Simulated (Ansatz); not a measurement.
Wanted: the native input for an Ansatz 0.2.0 run.

```
Task                : band structure
Functional          : BLYP
Potentials or basis : all-electron LAPW, scalar-relativistic
Cutoff              : 281 eV (chosen from the basis error)
Basis error allowed : 0.001 eV/atom
k mesh              : 9 × 9 × 9
Occupations         : fermi-dirac, width 0.05 eV
Spin                : no spin polarisation
```

The system is ZnS.

```xyz
2
Lattice="0.0000 2.7020 2.7020 2.7020 0.0000 2.7020 2.7020 2.7020 0.0000" Properties=species:S:1:pos:R:3 pbc="T T T"
Zn    4.0530    4.0530    4.0530
S     0.0000    0.0000    0.0000
```

These files were run (other wordings do the same):

input.yaml

```yaml
crystal:
  lattice:
    - [0.0, 2.702, 2.702]
    - [2.702, 0.0, 2.702]
    - [2.702, 2.702, 0.0]
  atoms:
    - { symbol: Zn, position: [0.75, 0.75, 0.75] }
    - { symbol: S, position: [0.0, 0.0, 0.0] }
kpoints:
  mp_grid: { grid: [9, 9, 9] }
  band_path:
    path:
      - [0.0, 0.0, 0.0]
      - [0.5, 0.0, 0.5]
      - [0.5, 0.25, 0.75]
      - [0.375, 0.375, 0.75]
      - [0.0, 0.0, 0.0]
      - [0.5, 0.5, 0.5]
      - [0.625, 0.25, 0.625]
      - [0.5, 0.25, 0.75]
    npoints: 6
scf:
  occupations: { method: fermi_dirac, width: 0.05 }
hamiltonian:
  xc: blyp
  pseudopotentials: { kind: all_electron, lapw: { basis_error: 0.001 } }
output:
  forces: true
  stress: true
  eigenvalues: true
```

Potentials or basis: all-electron LAPW, scalar-relativistic.

The run is started by

```bash
$ ansatz run input.yaml --threads 1 --pin off --max-ram 3072MiB --backend cpu --events-out ev --progress --plain --runs-dir out
```

It gave:

```yaml
Pressure: 5.4 GPa
Band_gap_on_the_k_mesh: 2.09 eV, direct
Band_gap_along_the_path: 2.09 eV, direct
```

It took 15 s on 1 thread of Arm Neoverse V1, on a shared host, peak memory 0.27 GiB.
